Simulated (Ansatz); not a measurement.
Starting cell, BaSnO3 (cubic perovskite):

```
BaSnO3
1.0
    4.13132     0.00000     0.00000
    0.00000     4.13132     0.00000
    0.00000     0.00000     4.13132
Ba Sn O
1 1 3
Direct
  0.00000   0.00000   0.00000
  0.50000   0.50000   0.50000
  0.00000   0.50000   0.50000
  0.50000   0.50000   0.00000
  0.50000   0.00000   0.50000
```

In each cell atom 5 (O, nearest neighbour Sn at 2.066 Å; its periodic images, 4.1 Å or more away, move with it) moves by s·(1.000, 0.000, 0.000) (along Cartesian x), the rest being held.

All values below come from r2SCAN (plane waves to 500 eV, PAW, scalar-relativistic; Ansatz, a quantum-chemistry and plane-wave program). k mesh 7×7×7 (Γ-centred), Fermi-Dirac smearing 0.05 eV. E stands for the smeared free energy. BaSnO3 was relaxed with its symmetry unable to fall. The zero of ΔE is the undisplaced structure.

```json
[
 {"s (Å)": "-0.410", "ΔE (meV/cell)": "324"},
 {"s (Å)": "-0.328", "ΔE (meV/cell)": "200"},
 {"s (Å)": "-0.246", "ΔE (meV/cell)": "109"},
 {"s (Å)": "-0.164", "ΔE (meV/cell)": "withheld"},
 {"s (Å)": "-0.082", "ΔE (meV/cell)": "12"},
 {"s (Å)": "0.000", "ΔE (meV/cell)": "0"},
 {"s (Å)": "0.082", "ΔE (meV/cell)": "12"},
 {"s (Å)": "0.164", "ΔE (meV/cell)": "withheld"},
 {"s (Å)": "0.246", "ΔE (meV/cell)": "109"},
 {"s (Å)": "0.328", "ΔE (meV/cell)": "200"},
 {"s (Å)": "0.410", "ΔE (meV/cell)": "324"}
]
```

Question: Fit an even polynomial form (powers 2, 4) to the given rows and predict ΔE at s = 0.164.

Answer: Least squares on the 9 given rows: ΔE = (1734)·s² + (1150)·s⁴, in meV/cell with s in Å; root-mean-square residual 0.2 meV/cell. At 0.164 the fit gives 47 meV/cell; the calculation gives 47 meV/cell, the same to the digits shown. The quadratic term alone would give 47 meV/cell.

(For displaced atoms, the force is minus the slope of the energy, and its curvature is a force constant, which sets phonon frequencies.)
